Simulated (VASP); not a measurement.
A run of VASP 6.6.1 is set up as follows.

INCAR

```
PREC = Accurate ; ENCUT = 520
EDIFF = 1E-8 ; ISMEAR = 0
SIGMA = 0.01 ; LREAL = Auto
LASPH = True ; NELM = 60
ALGO = Normal ; ISIF = 2
LWAVE = False ; LCHARG = False
GGA = PE ; LEFG = True
NBANDS = 46
```

KPOINTS

```
regular mesh
0
Gamma
  4 4 4
```

POSCAR

```
BeS
1.0
    0.0000000000      4.8500000000      4.8500000000
    4.8500000000      0.0000000000      4.8500000000
    4.8500000000      4.8500000000      0.0000000000
Be S
8 8
Direct
    0.0000000000      0.0000000000      0.0000000000
    0.0000000000      0.0000000000      0.5000000000
    0.0000000000      0.5000000000      0.0000000000
    0.0000000000      0.5000000000      0.5000000000
    0.5000000000      0.0000000000      0.0000000000
    0.5000000000      0.0000000000      0.5000000000
    0.5000000000      0.5000000000      0.0000000000
    0.5000000000      0.5000000000      0.5000000000
    0.1250000000      0.1250000000      0.1250000000
    0.1250000000      0.1250000000      0.6250000000
    0.1250000000      0.6250000000      0.1250000000
    0.1250000000      0.6250000000      0.6250000000
    0.6250000000      0.1250000000      0.1250000000
    0.6250000000      0.1250000000      0.6250000000
    0.6250000000      0.6250000000      0.1250000000
    0.6250000000      0.6250000000      0.6250000000
```

Potentials or basis: VASP PAW PBE potentials, release 64 (Be, S).

Run with:

```bash
$ cat potpaw_PBE.64/Be/POTCAR potpaw_PBE.64/S/POTCAR > POTCAR
$ mpirun -np 1 vasp_std > vasp.out
```

Q: What does it give for the pressure?

A: 1.5 GPa.

Q: What does it give for the band gap on the k mesh?

A: 3.11 eV.

Electric field gradients, principal values (V/Å²):
| atom | Vxx | Vyy | Vzz |
| --- | --- | --- | --- |
| 1 Be | 0.000 | 0.000 | 0.000 |
| 2 Be | 0.000 | 0.000 | 0.000 |
| 3 Be | 0.000 | 0.000 | 0.000 |
| 4 Be | 0.000 | 0.000 | 0.000 |
| 5 Be | 0.000 | 0.000 | 0.000 |
| 6 Be | 0.000 | 0.000 | 0.000 |
| 7 Be | 0.000 | 0.000 | 0.000 |
| 8 Be | 0.000 | 0.000 | 0.000 |
| 9 S | 0.000 | 0.000 | -0.001 |
| 10 S | 0.000 | 0.000 | -0.001 |
| 11 S | 0.000 | 0.000 | -0.001 |
| 12 S | 0.000 | 0.000 | -0.001 |
| 13 S | 0.000 | 0.000 | -0.001 |
| 14 S | 0.000 | 0.000 | -0.001 |
| 15 S | 0.000 | 0.000 | -0.001 |
| 16 S | 0.000 | 0.000 | -0.001 |

A k mesh can miss the band edges. As with any semilocal functional, this PBE gap is likely too small.
